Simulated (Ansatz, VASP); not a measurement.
# WC in VASP and in Ansatz

File INCAR:

```
  ALGO = Normal
  EDIFF = 1E-6
  EDIFFG = -0.01
  ENCUT = 600
  GGA = PS
  IBRION = 2
  ISIF = 3
  ISMEAR = -1
  LASPH = T
  LCHARG = F
  LREAL = F
  LWAVE = F
  NELM = 80
  NSW = 80
  PREC = Accurate
  SIGMA = 0.1
```

The input KPOINTS:

```
k-points
0
Gamma
  11 11 11
```

Contents of POSCAR:

```
WC
1.0
    0.0000000000      2.1926840000      2.1926840000
    2.1926840000      0.0000000000      2.1926840000
    2.1926840000      2.1926840000      0.0000000000
W C
1 1
Direct
    0.0000000000      0.0000000000      0.0000000000
    0.5000000000      0.5000000000      0.5000000000
```

Input for Ansatz:

```yaml
crystal:
  lattice:
    - [0.0, 2.192684, 2.192684]
    - [2.192684, 0.0, 2.192684]
    - [2.192684, 2.192684, 0.0]
  atoms:
    - { symbol: W, position: [0.0, 0.0, 0.0] }
    - { symbol: C, position: [0.5, 0.5, 0.5] }
basis:
  ecutwfc: 517.016338673772
kpoints:
  mp_grid:
    grid: [11, 11, 11]
hamiltonian:
  xc: pbesol
  dispersion: none
scf:
  convergence:
    dr2_threshold: 1.0e-09
  occupations:
    method: fermi_dirac
    width: 0.1
relax:
  f_tol: 0.01
  cell: {}
```

Measurements of this composition are mostly on another form, of space group No. 187.

Alike in both runs: task relaxation of cell and atoms; functional PBEsol; k mesh 11 × 11 × 11; occupations fermi-dirac, width 0.1 eV; no spin polarisation.

```csv
,VASP,Ansatz
version,VASP 6.6.1,Ansatz 0.2.0
potentials or method,"VASP PAW PBE potentials, release 64 (W_sv, C)","plane waves, PAW"
plane-wave cutoff (eV),600,517
valence electrons in the cell,18,18
```

|  | VASP | Ansatz | Ansatz less VASP |
| --- | --- | --- | --- |
| relaxed volume (Å³/atom) | 10.29 | 10.26 | -0.029 |
| relaxed cell length with the largest relative difference (Å) | 3.076 | 3.073 | -0.0029 |
| energy change over the relaxation (meV/atom) | -7 | -9 | -1.7 |

Ansatz warned: «stress_scf_threshold_loose».

Caveats: the PAW data sets were made with another functional, which shifts forces and pressure a little (VASP). The runs have no spin-orbit coupling, so splittings on W are missing.
